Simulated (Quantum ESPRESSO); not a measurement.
# MoS2 (P6_3/mmc) in Quantum ESPRESSO: further runs

The runs below take MoS2 through phonons, with LDA, PBEsol.

Everything below comes from runs of Quantum ESPRESSO 7.5. Logs are shortened: lines on timing, memory, paths and dates and some standing lists are left out, and cuts for length are marked.

### Step 1. The crystal as given

Symmetry: P6_3/mmc, No. 194, hexagonal system. The conventional cell has a = 3.169 Å, b = 3.169 Å, c = 12.324 Å, α = 90.00°, β = 90.00°, γ = 120.00°. Mo (site symmetry -6m2) is surrounded by 6 S at 2.41 Å. Around S (site symmetry 3m) lie 3 Mo at 2.41 Å.

### Step 2. Phonons, LDA

The input, pw.in:

```
&CONTROL
  calculation = 'scf'
  prefix = 'pwscf'
  outdir = './tmp'
  pseudo_dir = './pseudo'
  tprnfor = .true.
  tstress = .true.
  disk_io = 'low'
/
&SYSTEM
  ibrav = 0
  celldm(1) = 8
  nat = 6
  ntyp = 2
  ecutwfc = 52
  ecutrho = 312
  nbnd = 36
  occupations = 'smearing'
  smearing = 'fd'
  degauss = 0.00367493
/
&ELECTRONS
  conv_thr = 1.2d-09
  electron_maxstep = 120
  mixing_beta = 0.5
/
ATOMIC_SPECIES
Mo    95.9500 Mo.LDA_PW-JTH.UPF
S     32.0600 S.LDA_PW-JTH.UPF
CELL_PARAMETERS alat
  0.7485677611174   0.0000000000000   0.0000000000000
 -0.3742838805587   0.6482786975834   0.0000000000000
  0.0000000000000   0.0000000000000   2.9111230949860
ATOMIC_POSITIONS crystal
Mo     0.6666666667    0.3333333333    0.7500000000
Mo     0.3333333333    0.6666666667    0.2500000000
S      0.6666666667    0.3333333333    0.3770000000
S      0.3333333333    0.6666666667    0.8770000000
S      0.6666666667    0.3333333333    0.1230000000
S      0.3333333333    0.6666666667    0.6230000000
K_POINTS automatic
8 8 2 0 0 1
```

The input, relax.in:

```
&CONTROL
  calculation = 'vc-relax'
  prefix = 'pwscf'
  outdir = './tmp'
  pseudo_dir = './pseudo'
  tprnfor = .true.
  tstress = .true.
  disk_io = 'low'
  nstep = 40
  forc_conv_thr = 0.0001
  etot_conv_thr = 1d-06
/
&SYSTEM
  ibrav = 0
  celldm(1) = 8
  nat = 6
  ntyp = 2
  ecutwfc = 52
  ecutrho = 312
  nbnd = 36
  occupations = 'smearing'
  smearing = 'fd'
  degauss = 0.00367493
/
&ELECTRONS
  conv_thr = 1.2d-09
  electron_maxstep = 120
  mixing_beta = 0.5
/
&IONS
  ion_dynamics = 'bfgs'
/
&CELL
  cell_dynamics = 'bfgs'
  press = 0
  press_conv_thr = 0.2
/
ATOMIC_SPECIES
Mo    95.9500 Mo.LDA_PW-JTH.UPF
S     32.0600 S.LDA_PW-JTH.UPF
CELL_PARAMETERS alat
  0.7485677611184   0.0000000000000   0.0000000000000
 -0.3742838805592   0.6482786975825   0.0000000000000
  0.0000000000000   0.0000000000000   2.9111230949860
ATOMIC_POSITIONS crystal
Mo     0.6666666666    0.3333333332    0.7500000000
Mo     0.3333333332    0.6666666666    0.2500000000
S      0.6666666666    0.3333333332    0.3770000000
S      0.3333333332    0.6666666666    0.8770000000
S      0.6666666666    0.3333333332    0.1230000000
S      0.3333333332    0.6666666666    0.6230000000
K_POINTS automatic
8 8 2 0 0 1
```

The input, gamma.in:

```
&CONTROL
  calculation = 'bands'
  prefix = 'pwscf'
  outdir = './tmp'
  pseudo_dir = './pseudo'
  disk_io = 'low'
  verbosity = 'high'
/
&SYSTEM
  ibrav = 0
  celldm(1) = 8
  nat = 6
  ntyp = 2
  ecutwfc = 52
  ecutrho = 312
  nbnd = 36
  occupations = 'smearing'
  smearing = 'fd'
  degauss = 0.00367493
/
&ELECTRONS
  conv_thr = 1d-08
  electron_maxstep = 120
  mixing_beta = 0.5
  diago_full_acc = .true.
  startingwfc = 'random'
/
ATOMIC_SPECIES
Mo    95.9500 Mo.LDA_PW-JTH.UPF
S     32.0600 S.LDA_PW-JTH.UPF
CELL_PARAMETERS alat
  0.7376165534332   0.0000000000068   0.0000000000000
 -0.3688082767225   0.6387946735217   0.0000000000000
  0.0000000000000   0.0000000000000   2.8493870487204
ATOMIC_POSITIONS crystal
Mo     0.6666666665    0.3333333331    0.7500000000
Mo     0.3333333331    0.6666666665    0.2500000000
S      0.6666666665    0.3333333331    0.3788229072
S      0.3333333331    0.6666666665    0.8788229072
S      0.6666666665    0.3333333331    0.1211770928
S      0.3333333331    0.6666666665    0.6211770928
K_POINTS crystal
1
0.0 0.0 0.0 1
```

The input, scf2.in:

```
&CONTROL
  calculation = 'scf'
  prefix = 'pwscf'
  outdir = './tmp'
  pseudo_dir = './pseudo'
  tprnfor = .true.
  tstress = .true.
  disk_io = 'low'
/
&SYSTEM
  ibrav = 0
  celldm(1) = 8
  nat = 6
  ntyp = 2
  ecutwfc = 52
  ecutrho = 312
  nbnd = 36
  occupations = 'fixed'
/
&ELECTRONS
  conv_thr = 1d-13
  electron_maxstep = 120
  mixing_beta = 0.5
  startingpot = 'file'
/
ATOMIC_SPECIES
Mo    95.9500 Mo.LDA_PW-JTH.UPF
S     32.0600 S.LDA_PW-JTH.UPF
CELL_PARAMETERS alat
  0.7376165534332   0.0000000000068   0.0000000000000
 -0.3688082767225   0.6387946735217   0.0000000000000
  0.0000000000000   0.0000000000000   2.8493870487204
ATOMIC_POSITIONS crystal
Mo     0.6666666665    0.3333333331    0.7500000000
Mo     0.3333333331    0.6666666665    0.2500000000
S      0.6666666665    0.3333333331    0.3788229072
S      0.3333333331    0.6666666665    0.8788229072
S      0.6666666665    0.3333333331    0.1211770928
S      0.3333333331    0.6666666665    0.6211770928
K_POINTS automatic
8 8 2 0 0 1
```

The input, ph.in:

```
phonons of MoS2
&INPUTPH
  prefix = 'pwscf'
  outdir = './tmp'
  tr2_ph = 1d-18
  fildyn = 'dyn'
  niter_ph = 90
  alpha_mix(1) = 0.7
  epsil = True
/
0.0000000000 0.0000000000 0.0000000000
```

The input, dynmat.in:

```
&INPUT
  fildyn = 'dyn'
  asr = 'crystal'
  lperm = .true.
  filout = 'dynmat.disp'
  fileig = 'dynmat.eig'
/
```

The input, dynmat_lo.in:

```
&INPUT
  fildyn = 'dyn'
  asr = 'crystal'
  filout = 'dynmat_lo.disp'
  fileig = 'dynmat_lo.eig'
  q(1) = 0
  q(2) = 0
  q(3) = 1
/
```

Potentials or basis: JTH 2.0 LDA.

The run is started by

```
$ OMP_NUM_THREADS=1 mpirun -n 4 pw.x -nk 2 -in pw.in > pw.out
$ OMP_NUM_THREADS=1 mpirun -n 4 pw.x -nk 2 -in relax.in > relax.out
$ OMP_NUM_THREADS=1 mpirun -n 4 pw.x -in gamma.in > gamma.out
$ OMP_NUM_THREADS=1 mpirun -n 4 pw.x -nk 2 -in scf2.in > scf2.out
$ OMP_NUM_THREADS=1 mpirun -n 4 ph.x -nk 2 -in ph.in > ph.out
$ OMP_NUM_THREADS=1 mpirun -n 1 dynmat.x -in dynmat.in > dynmat.out
$ OMP_NUM_THREADS=1 mpirun -n 1 dynmat.x -in dynmat_lo.in > dynmat_lo.out
```

pw.out:

```text
This program is part of the open-source Quantum ESPRESSO suite
     for quantum simulation of materials; please cite
         "P. Giannozzi et al., J. Phys.:Condens. Matter 21 395502 (2009);
         "P. Giannozzi et al., J. Phys.:Condens. Matter 29 465901 (2017);
         "P. Giannozzi et al., J. Chem. Phys. 152 154105 (2020);
     in publications or presentations arising from this work. More details at

     file Mo.LDA_PW-JTH.UPF: wavefunction(s)  4S 5S 4P 0P 4D 0D renormalized
     file S.LDA_PW-JTH.UPF: wavefunction(s)  3S 0S 3P 0P renormalized
     Message from routine setup:
     using ibrav=0 with symmetry is DISCOURAGED, use correct ibrav instead

     K-points division:     npool     =       2
     Subspace diagonalization in iterative solution of the eigenvalue problem:
     a serial algorithm will be used

     --------------------
     sticks:   dense  smooth     PW     G-vecs:    dense   smooth      PW
     Min         384     255     75                33692    18335    2983
     Max         385     256     76                33699    18342    2998
     Sum         769     511    151                67391    36677    5981

     Using Slab Decomposition

     bravais-lattice index     =            0
     lattice parameter (alat)  =       8.0000  a.u.
     unit-cell volume          =     723.3082 (a.u.)^3
     number of atoms/cell      =            6
     number of atomic types    =            2
     number of electrons       =        52.00
     number of Kohn-Sham states=           36
     kinetic-energy cutoff     =      52.0000  Ry
     charge density cutoff     =     312.0000  Ry
     scf convergence threshold =      1.2E-09
     mixing beta               =       0.5000
     number of iterations used =            8  plain     mixing
     Exchange-correlation= SLA PW NOGX NOGC
                           (   1   4   0   0   0   0   0)

     celldm(1)=   8.000000  celldm(2)=   0.000000  celldm(3)=   0.000000
     celldm(4)=   0.000000  celldm(5)=   0.000000  celldm(6)=   0.000000

     crystal axes: (cart. coord. in units of alat)
               a(1) = (   0.748568   0.000000   0.000000 )
               a(2) = (  -0.374284   0.648279   0.000000 )
               a(3) = (   0.000000   0.000000   2.911123 )

     reciprocal axes: (cart. coord. in units 2 pi/alat)
               b(1) = (  1.335884  0.771273 -0.000000 )
               b(2) = (  0.000000  1.542546  0.000000 )
               b(3) = (  0.000000 -0.000000  0.343510 )

     PseudoPot. # 1 for Mo read from file:
     Mo.LDA_PW-JTH.UPF
     Pseudo is Projector augmented-wave + core cor, Zval = 14.0
     Generated using ATOMPAW code
     Shape of augmentation charge: SINC**2
     Using radial grid of 1076 points,  6 beta functions with:
                l(1) =   0
                l(2) =   0
                l(3) =   1
                l(4) =   1
                l(5) =   2
                l(6) =   2
     Q(r) pseudized with 0 coefficients

     PseudoPot. # 2 for S  read from file:
     S.LDA_PW-JTH.UPF
     Pseudo is Projector augmented-wave + core cor, Zval =  6.0
     Generated using ATOMPAW code
     Shape of augmentation charge: SINC**2
     Using radial grid of  999 points,  4 beta functions with:
                l(1) =   0
                l(2) =   0
                l(3) =   1
                l(4) =   1
     Q(r) pseudized with 0 coefficients

     atomic species   valence    mass     pseudopotential
     Mo               14.00    95.95000     Mo( 1.00)
     S                 6.00    32.06000     S ( 1.00)

     24 Sym. Ops., with inversion, found (12 have fractional translation)

   Cartesian axes

     site n.     atom                  positions (alat units)
         1        Mo     tau(   1) = (   0.3742839   0.2160929   2.1833423  )
         2        Mo     tau(   2) = (  -0.0000000   0.4321858   0.7277808  )
         3        S      tau(   3) = (   0.3742839   0.2160929   1.0974934  )
         4        S      tau(   4) = (  -0.0000000   0.4321858   2.5530550  )
         5        S      tau(   5) = (   0.3742839   0.2160929   0.3580681  )
         6        S      tau(   6) = (  -0.0000000   0.4321858   1.8136297  )

     number of k points=    10  Fermi-Dirac smearing, width (Ry)=  0.0037
                       cart. coord. in units 2pi/alat
        k(    1) = (   0.0000000   0.0000000   0.0858775), wk =   0.0312500
        k(    2) = (   0.0000000   0.1928183   0.0858775), wk =   0.1875000
        k(    3) = (   0.0000000   0.3856366   0.0858775), wk =   0.1875000
        k(    4) = (   0.0000000   0.5784549   0.0858775), wk =   0.1875000
        k(    5) = (   0.0000000  -0.7712732   0.0858775), wk =   0.0937500
        k(    6) = (   0.1669856   0.2892275   0.0858775), wk =   0.1875000
        k(    7) = (   0.1669856   0.4820458   0.0858775), wk =   0.3750000
        k(    8) = (   0.1669856   0.6748641   0.0858775), wk =   0.3750000
        k(    9) = (   0.3339711   0.5784549   0.0858775), wk =   0.1875000
        k(   10) = (   0.3339711   0.7712732   0.0858775), wk =   0.1875000

     Dense  grid:    67391 G-vectors     FFT dimensions: (  36,  36, 144)

     Smooth grid:    36677 G-vectors     FFT dimensions: (  27,  27, 108)

     Check: negative core charge=   -0.000005

     Initial potential from superposition of free atoms

     starting charge      51.9979, renormalised to      52.0000

     negative rho (up, down):  1.870E-01 0.000E+00
     Starting wfcs are   68 randomized atomic wfcs
     Checking if some PAW data can be deallocated...

     Self-consistent Calculation

     iteration #  1     ecut=    52.00 Ry     beta= 0.50
     Davidson diagonalization with overlap
     ethr =  1.00E-02,  avg # of iterations =  4.5

     negative rho (up, down):  2.058E-01 0.000E+00

     total energy              =    -966.28182756 Ry
     estimated scf accuracy    <       0.92353539 Ry

     iteration #  2     ecut=    52.00 Ry     beta= 0.50
     Davidson diagonalization with overlap
     ethr =  1.78E-03,  avg # of iterations =  3.2
[... 87 lines left out ...]
     iteration # 12     ecut=    52.00 Ry     beta= 0.50
     Davidson diagonalization with overlap
     ethr =  4.66E-12,  avg # of iterations =  2.0

     negative rho (up, down):  2.106E-01 0.000E+00

     End of self-consistent calculation

          k = 0.0000 0.0000 0.0859 (  4529 PWs)   bands (ev):

   -50.7051 -50.7051 -24.9133 -24.9132 -24.6801 -24.6801 -24.6801 -24.6801
    -4.2073  -4.0145  -2.9392  -2.6181   3.8936   4.6268   7.4043   7.4043
     7.4135   7.4135   7.4213   8.5090   8.5090   8.5422   8.5422   8.8135
    10.0378  10.6106  12.7639  12.7639  12.7808  12.7808  12.9680  12.9680
    13.0902  13.0902  16.1142  16.2316

          k = 0.0000 0.1928 0.0859 (  4546 PWs)   bands (ev):
[... 17 lines left out ...]
   -50.6708 -50.6708 -25.0167 -25.0167 -24.8453 -24.8453 -24.7578 -24.7578
    -2.5908  -2.4677  -2.1895  -2.0522   4.3590   4.6016   5.3110   5.4787
     5.9104   6.3268   6.9961   7.0518   8.0462   8.3541   8.7897   8.8965
     8.9659   9.1553  12.1783  12.2645  12.2796  12.6774  13.3913  13.9945
    14.0588  14.3334  16.6327  17.1954

          k = 0.0000-0.7713 0.0859 (  4596 PWs)   bands (ev):

   -50.6648 -50.6648 -25.0727 -25.0727 -24.8335 -24.8335 -24.7710 -24.7710
    -2.2023  -2.1316  -2.0174  -1.9553   4.0287   4.2546   4.9996   5.1270
     5.7146   6.1621   6.8123   6.8697   7.9715   8.1568   8.9915   9.1365
     9.2796   9.3697  12.2666  12.2996  12.6888  12.8881  13.5449  14.1492
    14.1903  14.4656  15.8715  16.2283

          k = 0.1670 0.2892 0.0859 (  4560 PWs)   bands (ev):

   -50.6892 -50.6892 -24.8818 -24.8818 -24.8322 -24.8322 -24.7229 -24.7229
    -3.5413  -3.3622  -2.6262  -2.3697   4.5409   5.1745   6.2798   6.3242
     6.6027   7.0638   7.2849   7.4281   7.9836   8.0056   8.8973   9.2174
     9.5080   9.5161  11.8423  12.2275  12.4135  12.4893  12.7689  12.7841
    13.7160  13.8994  18.3295  18.6155
[... 27 lines left out ...]
   -50.6607 -50.6607 -25.0052 -25.0052 -24.8911 -24.8911 -24.8253 -24.8253
    -1.9499  -1.9170  -1.8658  -1.8357   4.5785   4.6781   4.8995   5.0210
     5.9244   6.1272   6.5335   6.7594   6.9278   7.1780   7.8485   8.1379
     9.7707   9.8998  11.8699  11.9030  12.6766  13.2804  13.3345  13.4696
    14.5573  14.9068  16.6531  17.1871

     the Fermi energy is    11.0877 ev

!    total energy              =    -966.67371593 Ry
     total all-electron energy =      -966.673716 Ry
     estimated scf accuracy    <          4.7E-11 Ry
     smearing contrib. (-TS)   =      -0.00000020 Ry
     internal energy E=F+TS    =    -966.67371573 Ry

     The total energy is F=E-TS. E is the sum of the following terms:
     one-electron contribution =    -162.78276652 Ry
     hartree contribution      =     113.53175072 Ry
     xc contribution           =     -55.69115549 Ry
     ewald contribution        =    -239.69498775 Ry
     one-center paw contrib.   =    -622.03655668 Ry

     convergence has been achieved in  12 iterations

     negative rho (up, down):  2.106E-01 0.000E+00

     Forces acting on atoms (cartesian axes, Ry/au):

     atom    1 type  1   force =     0.00000000    0.00000000    0.00000000
     atom    2 type  1   force =     0.00000000    0.00000000    0.00000000
     atom    3 type  2   force =     0.00000000    0.00000000   -0.01871251
     atom    4 type  2   force =     0.00000000    0.00000000   -0.01871251
     atom    5 type  2   force =     0.00000000   -0.00000000    0.01871251
     atom    6 type  2   force =     0.00000000   -0.00000000    0.01871251

     Total force =     0.037425     Total SCF correction =     0.000017

     Computing stress (Cartesian axis) and pressure

     negative rho (up, down):  2.106E-01 0.000E+00
          total   stress  (Ry/bohr**3)                   (kbar)     P=      -56.82
  -0.00039461   0.00000000  -0.00000000          -58.05        0.00       -0.00
   0.00000000  -0.00039461   0.00000000            0.00      -58.05        0.00
   0.00000000   0.00000000  -0.00036948            0.00        0.00      -54.35

=------------------------------------------------------------------------------=
   JOB DONE.
=------------------------------------------------------------------------------=
```

It took 20 min on 4 MPI ranks of Intel Xeon Platinum 8259CL at 2.50GHz (Skylake/Cascade Lake), shared host; peak memory 0.52 GiB.

What came out:

```yaml
Free_energy: -13152.3403 eV
Relaxed_volume: 16.98 Å³/atom
Relaxed_cell: a = 3.123 Å, b = 3.123 Å, c = 12.063 Å, α = 90.00°, β = 90.00°, γ = 120.00°
Space_group_after_relaxing_to_0.05_Å: P6_3/mmc (No. 194)
Pressure_after_relaxing: 0.0 GPa
Electronic_dielectric_tensor_diagonal: 15.44, 15.44, 7.35
Born_charges_mean_of_the_diagonal: Mo -1.04; S +0.52 e
Highest_phonon_frequency_at_Γ_LO-TO_splitting_left_out: 475 cm⁻¹
Static_dielectric_tensor_diagonal: 15.66, 15.66, 7.42
```

Step by step:
```csv
step,energy change (eV),largest force (eV/Å),pressure (GPa),volume (Å³)
1,0.0000,0.4811,-5.68,107.18
2,-0.0655,0.1784,-0.30,104.11
3,-0.0700,0.1213,-0.23,103.82
4,-0.0725,0.0626,-0.11,103.45
5,-0.0730,0.0294,-0.07,103.22
6,-0.0734,0.0163,-0.05,103.07
7,-0.0737,0.0100,-0.04,102.96
8,-0.0742,0.0047,-0.03,102.82
9,-0.0748,0.0006,-0.02,102.62
10,-0.0755,0.0035,-0.01,102.35
11,-0.0761,0.0058,0.01,101.98
12,-0.0762,0.0047,0.01,101.82
13,-0.0762,0.0027,0.00,101.84
14,-0.0762,0.0008,0.00,101.86
```

Final structure:
```
Mo S
1.0
     3.12264    0.00000    0.00000
    -1.56132    2.70428    0.00000
     0.00000    0.00000   12.06265
Mo S
2 4
Direct
  0.66667 0.33333 0.75000
  0.33333 0.66667 0.25000
  0.66667 0.33333 0.37882
  0.33333 0.66667 0.87882
  0.66667 0.33333 0.12118
  0.33333 0.66667 0.62118
```

Levels at points of the mesh, in eV from the valence-band top:
```tsv
k point	band 24	band 25	band 26	band 27	band 28	band 29
(0.00, 0.00, 0.25)	-1.94	-0.61	0.00	2.21	2.21	2.22
```

Phonon frequencies in cm⁻¹ (negative: imaginary):
| q point | frequencies |
| --- | --- |
| (0.000, 0.000, 0.000) | 1 2 2 35 35 56 288 288 291 291 389 389 389 389 409 414 471 475 |

Electronic dielectric tensor:
```
15.44  0.00  0.00
 0.00 15.44  0.00
 0.00  0.00  7.35
```

Born effective charge tensors (e):
atom 1, Mo
```
-1.14  0.00  0.00
 0.00 -1.14  0.00
 0.00  0.00 -0.83
```
atom 2, Mo
```
-1.14  0.00  0.00
 0.00 -1.14  0.00
 0.00  0.00 -0.83
```
atom 3, S
```
0.57 0.00 0.00
0.00 0.57 0.00
0.00 0.00 0.42
```
atom 4, S
```
0.57 0.00 0.00
0.00 0.57 0.00
0.00 0.00 0.42
```
atom 5, S
```
0.57 0.00 0.00
0.00 0.57 0.00
0.00 0.00 0.42
```
atom 6, S
```
0.57 0.00 0.00
0.00 0.57 0.00
0.00 0.00 0.42
```

Optical modes at Γ, degenerate ones joined, polar ones without the macroscopic field:
```csv
cm⁻¹,components,symmetry,active in,"IR intensity, summed ((D/Å)²/amu)"
35,2,E2g,Raman,0.00
56,1,B1g,silent,0.00
288,2,E2u,silent,0.00
291,2,E1g,Raman,0.00
389,2,E2g,Raman,0.00
389,2,E1u,IR,3.11
409,1,B2u,silent,0.00
414,1,A1g,Raman,0.00
471,1,A2u,IR,0.83
475,1,B1g,silent,0.00
```

Zone-centre frequencies without and with the macroscopic field along z (cm⁻¹):
```csv
,optical modes in rising order
without,35 35 56 288 288 291 291 389 389 389 389 409 414 471 475
with the field,35 35 56 288 288 291 291 389 389 389 389 409 414 474 475
```

Static dielectric tensor, electrons and zone-centre modes:
```
15.66  0.00  0.00
 0.00 15.66  0.00
 0.00  0.00  7.42
```

Caveat: the mesh is thin for the dielectric tensor, Born charges and intensities, which usually come out too large; the layers were relaxed without a dispersion term, so their spacing and the soft interlayer modes are unreliable.

[end of part 1 of 2]
